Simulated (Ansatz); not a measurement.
Set up this calculation in Ansatz 0.2.0, as the native input.

- Task: band structure
- Functional: LDA
- Potentials or basis: Ansatz PAW
- Cutoff: 420 eV (not typed: the program's choice for these potentials)
- k mesh: 7 × 7 × 7
- Occupations: fermi-dirac, width 0.05 eV
- Spin: no spin polarisation
- Path: [["G", "X", "W", "K", "G", "L", "U", "W", "L", "K"], ["U", "X"]]
- Points for each segment of the path: 14

The system is HgTe (Coloradoite).

```
CELL_PARAMETERS angstrom
0.00000 3.21450 3.21450
3.21450 0.00000 3.21450
3.21450 3.21450 0.00000
ATOMIC_POSITIONS crystal
Hg 0.00000 0.00000 0.00000
Te 0.75000 0.75000 0.75000
```

The input as run:

input.yaml

```yaml
crystal:
  lattice:
    - [0.0, 3.2145, 3.2145]
    - [3.2145, 0.0, 3.2145]
    - [3.2145, 3.2145, 0.0]
  atoms:
    - { symbol: Hg, position: [0.0, 0.0, 0.0] }
    - { symbol: Te, position: [0.75, 0.75, 0.75] }
hamiltonian:
  xc: lda
  pseudopotentials: { kind: paw }
kpoints:
  mp_grid: { grid: [7, 7, 7] }
  band_path:
    path:
      - [[0.0, 0.0, 0.0], [0.5, 0.0, 0.5], [0.5, 0.25, 0.75], [0.375, 0.375, 0.75], [0.0, 0.0, 0.0], [0.5, 0.5, 0.5], [0.625, 0.25, 0.625], [0.5, 0.25, 0.75], [0.5, 0.5, 0.5], [0.375, 0.375, 0.75]]
      - [[0.625, 0.25, 0.625], [0.5, 0.0, 0.5]]
    npoints: 14
scf:
  occupations: { method: fermi_dirac, width: 0.05 }
  n_extra_bands: 6
output:
  forces: true
  stress: true
  eigenvalues: true
  fatbands: true
```

Potentials or basis: Ansatz PAW.

Command:

```console
$ ansatz run input.yaml --threads 2 --pin off --max-ram 5632MiB --backend cpu --events-out ev --progress --plain --runs-dir out
```

Results of the run:

```yaml
Pressure: 0.2 GPa
Band_gap_on_the_k_mesh: none (metal or under the smearing width)
```

Caveat: spin-orbit coupling is left out, which moves the levels of the heavy elements; the PAW data sets come from PBE, with cores solved anew for the run's functional, which leaves a small shift of forces and pressure.

Run time: 4.7 s on 2 threads of Intel(R) Xeon(R) 6975P-C (Granite Rapids), on a shared host, peak memory 0.43 GiB.
